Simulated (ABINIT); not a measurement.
# ZnSe (Stilleite): G0W0 in ABINIT against the wavefunction cutoff in GW

How does the gap of ZnSe (Stilleite) converge in the wavefunction cutoff in GW?

Method: PBE and many-body steps on it, plane waves, in ABINIT 10.8.3.

Report form: the programs' logs are mostly left out.

**1. The starting structure**

Symmetry: F-43m, No. 216, cubic system. Conventional cell: a = 5.668 Å, b = 5.668 Å, c = 5.668 Å, α = 90.00°, β = 90.00°, γ = 90.00°. Zn has 4 Se at 2.45 Å nearest. Nearest to Se lie 4 Zn at 2.45 Å. Farther neighbours and most contacts between anions are not listed.

Structure file:

```cif
data_structure
_symmetry_space_group_name_H-M 'P 1'
_symmetry_Int_Tables_number 1
_cell_length_a 4.0076
_cell_length_b 4.0076
_cell_length_c 4.0076
_cell_angle_alpha 60.000
_cell_angle_beta 60.000
_cell_angle_gamma 60.000
_cell_volume 45.51
loop_
_atom_site_label
_atom_site_type_symbol
_atom_site_fract_x
_atom_site_fract_y
_atom_site_fract_z
_atom_site_occupancy
Zn1 Zn 0.00000 0.00000 0.00000 1
Se2 Se 0.25000 0.25000 0.25000 1
```

The cell and positions come from the Crystallography Open Database and are kept as given unless a step says otherwise.

**2. Screening, 4×4×4 mesh, 91 bands, screening to 163.3 eV**

This step: ABINIT 10.8.3; RPA screening on PBE, plane waves, norm-conserving pseudopotentials.

The RPA dielectric matrix is built and inverted for each q.

File run.abi:

```
acell 3*1.0 Angstrom
rprim 
  -0.000000000000 2.833800000000 2.833800000000
  2.833800000000 0.000000000000 2.833800000000
  2.833800000000 2.833800000000 -0.000000000000
ntypat 2
znucl 30 34
natom 2
typat 1 2
xred 
  0.000000000000 0.000000000000 0.000000000000
  0.250000000000 0.250000000000 0.250000000000
pp_dirpath "pseudos"
pseudos "Zn.upf, Se.upf"
ecut 39
ngkpt 4 4 4
nshiftk 1
shiftk 0 0 0
kptopt 1
chksymbreak 0
istwfk *1
occopt 1
irdwfk 1
optdriver 3
nband 91
ecuteps 6
inclvkb 2
awtr 1
symchi 1
ecutwfn 11.7
indata_prefix "in"
outdata_prefix "out"
tmpdata_prefix "tmp"
```

Started as:

```bash
> OMP_NUM_THREADS=1 mpirun -n 8 abinit run.abi > log
```

Wall time 6 s (8 MPI ranks of Intel Xeon Platinum 8488C (Sapphire Rapids), shared host); peak memory 0.81 GiB.

Numbers from this step:

- ε∞ with local fields, on this mesh, along the program's q direction: 14.07
- the same without local fields: 15.07
- plasma frequency: 31.63 eV
- plane waves in the screening matrix: 181

Local fields lower ε∞ by 7 %. On a Γ-centred mesh this coarse the value itself is usually too large, while a short band sum pulls it down.

**3. 11.7 Ha**

This step: G0W0 on PBE, plane waves, norm-conserving pseudopotentials.

Changes to run.abi since step 2:

```diff
@@ -23,8 +23,15 @@
 irdwfk 1
-optdriver 3
+optdriver 4
 nband 91
+gwcalctyp 0
+ecutsigx 11.7
+symsigma 1
+nkptgw 1
+kptgw 
+  0.0000000000 0.0000000000 0.0000000000
+bdgw 
+  16 22
 ecuteps 6
-inclvkb 2
-awtr 1
-symchi 1
+irdscr 1
+ppmodel 1
 ecutwfn 11.7
```

It took 3 s on 8 MPI ranks; peak memory 0.11 GiB.

This step gave:

| Item | Value |
| --- | --- |
| G0W0 gap on the points computed | 2.354 eV |
| starting gap on the mesh | 1.288 eV |
| k of the valence top | 0, 0, 0 |
| k of the conduction bottom | 0, 0, 0 |
| Z at the valence top | 0.81 |
| Z at the conduction bottom | 0.819 |
| least direct G0W0 gap on the computed points | 2.354 eV |

**4. Screening, 4×4×4 mesh, 91 bands, screening to 163.3 eV**

This step: RPA screening on PBE, plane waves, norm-conserving pseudopotentials.

Changes to run.abi since step 3:

```diff
@@ -23,16 +23,9 @@
 irdwfk 1
-optdriver 4
+optdriver 3
 nband 91
-gwcalctyp 0
-ecutsigx 11.7
-symsigma 1
-nkptgw 1
-kptgw 
-  0.0000000000 0.0000000000 0.0000000000
-bdgw 
-  16 22
 ecuteps 6
-irdscr 1
-ppmodel 1
-ecutwfn 11.7
+inclvkb 2
+awtr 1
+symchi 1
+ecutwfn 19.5
 indata_prefix "in"
```

Run time: 12 s. Hardware: 8 MPI ranks; peak memory 1 GiB; 92 s of CPU time.

This step gave:

* ε∞ with local fields, on this mesh, along the program's q direction: 14.16
* the same without local fields: 15.17
* plasma frequency: 32.91 eV
* plane waves in the screening matrix: 181

**5. 19.5 Ha**

The self-energy is evaluated for the states that the input lists, and the levels follow from it, in one-shot runs by the linearised quasiparticle equation.

This step: G0W0 on PBE, plane waves, norm-conserving pseudopotentials.

Changes to run.abi since step 4:

```diff
@@ -23,8 +23,15 @@
 irdwfk 1
-optdriver 3
+optdriver 4
 nband 91
+gwcalctyp 0
+ecutsigx 19.5
+symsigma 1
+nkptgw 1
+kptgw 
+  0.0000000000 0.0000000000 0.0000000000
+bdgw 
+  16 22
 ecuteps 6
-inclvkb 2
-awtr 1
-symchi 1
+irdscr 1
+ppmodel 1
 ecutwfn 19.5
```

Run time: 3.3 s. Hardware: 8 MPI ranks; peak memory 0.9 GiB; 25 s of CPU time.

This step gave:

```yaml
g0w0_gap_on_the_points_computed: 2.43 eV
starting_gap_on_the_mesh: 1.288 eV
k_of_the_valence_top: 0, 0, 0
k_of_the_conduction_bottom: 0, 0, 0
z_at_the_valence_top: 0.8
z_at_the_conduction_bottom: 0.816
least_direct_g0w0_gap_on_the_computed_points: 2.43 eV
```

The gap on the mesh goes from 1.29 eV to 2.43 eV, a correction of +1.14 eV.

**6. Screening, 4×4×4 mesh, 91 bands, screening to 163.3 eV**

This step: RPA screening on PBE, plane waves, norm-conserving pseudopotentials.

Changes to run.abi since step 5:

```diff
@@ -23,16 +23,9 @@
 irdwfk 1
-optdriver 4
+optdriver 3
 nband 91
-gwcalctyp 0
-ecutsigx 19.5
-symsigma 1
-nkptgw 1
-kptgw 
-  0.0000000000 0.0000000000 0.0000000000
-bdgw 
-  16 22
 ecuteps 6
-irdscr 1
-ppmodel 1
-ecutwfn 19.5
+inclvkb 2
+awtr 1
+symchi 1
+ecutwfn 29.2
 indata_prefix "in"
```

It took 15 s on 8 MPI ranks; peak memory 1.3 GiB.

Numbers from this step:

* ε∞ with local fields, on this mesh, along the program's q direction: 14.02
* the same without local fields: 15.00
* plasma frequency: 33.02 eV
* plane waves in the screening matrix: 181

**7. 29.2 Ha**

This step: G0W0 on PBE, plane waves, norm-conserving pseudopotentials.

Changes to run.abi since step 6:

```diff
@@ -23,8 +23,15 @@
 irdwfk 1
-optdriver 3
+optdriver 4
 nband 91
+gwcalctyp 0
+ecutsigx 29.2
+symsigma 1
+nkptgw 1
+kptgw 
+  0.0000000000 0.0000000000 0.0000000000
+bdgw 
+  16 22
 ecuteps 6
-inclvkb 2
-awtr 1
-symchi 1
+irdscr 1
+ppmodel 1
 ecutwfn 29.2
```

Wall time 3.4 s (8 MPI ranks); peak memory 1 GiB.

Numbers from this step:

* G0W0 gap on the points computed: 2.504 eV
* starting gap on the mesh: 1.288 eV
* k of the valence top: 0, 0, 0
* k of the conduction bottom: 0, 0, 0
* least direct G0W0 gap on the computed points: 2.504 eV

Against the run before, the gap moves by +0.074 eV.

**8. Screening, 4×4×4 mesh, 91 bands, screening to 163.3 eV**

This step: RPA screening on PBE, plane waves, norm-conserving pseudopotentials.

Changes to run.abi since step 7:

```diff
@@ -23,16 +23,8 @@
 irdwfk 1
-optdriver 4
+optdriver 3
 nband 91
-gwcalctyp 0
-ecutsigx 29.2
-symsigma 1
-nkptgw 1
-kptgw 
-  0.0000000000 0.0000000000 0.0000000000
-bdgw 
-  16 22
 ecuteps 6
-irdscr 1
-ppmodel 1
-ecutwfn 29.2
+inclvkb 2
+awtr 1
+symchi 1
 indata_prefix "in"
```

Run time: 17 s. Hardware: 8 MPI ranks; peak memory 1.6 GiB; 2.2 min of CPU time.

Numbers from this step:

```
ε∞ with local fields, on this mesh, along the program's q direction : 14.01
the same without local fields                                       : 14.99
plasma frequency                                                    : 33.02 eV
plane waves in the screening matrix                                 : 181
```

**9. 39 Ha**

This step: G0W0 on PBE, plane waves, norm-conserving pseudopotentials.

Changes to run.abi since step 8:

```diff
@@ -23,8 +23,15 @@
 irdwfk 1
-optdriver 3
+optdriver 4
 nband 91
+gwcalctyp 0
+ecutsigx 39
+symsigma 1
+nkptgw 1
+kptgw 
+  0.0000000000 0.0000000000 0.0000000000
+bdgw 
+  16 22
 ecuteps 6
-inclvkb 2
-awtr 1
-symchi 1
+irdscr 1
+ppmodel 1
 indata_prefix "in"
```

Wall time 3.7 s (8 MPI ranks); peak memory 1.1 GiB.

Numbers from this step:

| Quantity | Value |
| --- | --- |
| G0W0 gap on the points computed | 2.54 eV |
| starting gap on the mesh | 1.288 eV |
| k of the valence top | 0, 0, 0 |
| k of the conduction bottom | 0, 0, 0 |
| least direct G0W0 gap on the computed points | 2.54 eV |

Against the run before, the gap moves by +0.036 eV.

**10. Side by side**

Times are wall times on 8 MPI ranks of Intel Xeon Platinum 8488C (Sapphire Rapids), shared host, good to a factor of about two. A run's time includes the screening step that it read.

| run | mesh | bands | screening cutoff (eV) | DFT gap (eV) | gap on the mesh (eV) | direct (eV) | ε∞ used | time |
| --- | --- | --- | --- | --- | --- | --- | --- | --- |
| 11.7 Ha | 4×4×4 | 91 | 163.3 | 1.288 | 2.354 | 2.354 | 14.07 | 9 s |
| 19.5 Ha | 4×4×4 | 91 | 163.3 | 1.288 | 2.430 | 2.430 | 14.16 | 15 s |
| 29.2 Ha | 4×4×4 | 91 | 163.3 | 1.288 | 2.504 | 2.504 | 14.02 | 18 s |
| 39 Ha | 4×4×4 | 91 | 163.3 | 1.288 | 2.540 | 2.540 | 14.01 | 21 s |

**11. Summary of results**

| Item | Value |
| --- | --- |
| 11.7 Ha | 2.354 eV |
| 19.5 Ha | 2.430 eV |
| 29.2 Ha | 2.504 eV |
| 39 Ha | 2.540 eV |
| known limits | not at the basis limit; exchange with frozen shells missing; no spin-orbit coupling; coarse k mesh |

In words: The setting moved: wavefunction cutoff in GW. From 11.7 Ha to 39 Ha the gap moves by +0.19 eV, for 2.3 times the time. The last step still moves it by +0.036 eV. Bands and screening cutoff are coupled, so a series along one setting does not show full convergence. The exchange cutoff follows the wavefunction cutoff here. Bands and cutoff are finite, so the gap is not at the basis limit. The miss can reach some tenths of an eV and take either sign; the mesh is an error of its own. In the G0W0 runs levels were corrected at 1 k point alone, so a gap called «on the mesh» is the least over those, and an edge elsewhere would be missed. The 4×4×4 mesh is coarse for this cell, which bears on the long-range parts of exchange and screening. The norm-conserving file of at least one element keeps a d shell over frozen s and p shells of the same row. Exchange with those shells is missing from the self-energy, an error of 0.3 to 0.9 eV in cases checked, whose sign depends on which edge lies on those atoms. The many-body steps are scalar-relativistic: spin-orbit coupling is not in them.

[Paths, hosts, dates, memory and timing lines, banners, echoed tables and standing remarks are left out of the program output.]

[Logs are printed without paths, hosts, clocks, repeated set-up lines and the standing remarks that a program may print on its own settings, such as how far it seeks lower states.]

[Runs of the session that timed out or met a known fault of the program may be left out.]

[Hosts, paths, dates, database ids (printed as entryN), source tags and the programs' standing remarks are cut or masked in the printed files.]

[G0W0 gaps are taken among the corrected bands and points alone; a level outside them can change the order at an edge.]

[Where Ansatz stands beside ABINIT at settings called matched, ABINIT's density can come from a denser mesh and the files from another edition; pairs whose starting gaps differed by over 0.03 eV were left out, so agreement reads better than it is.]
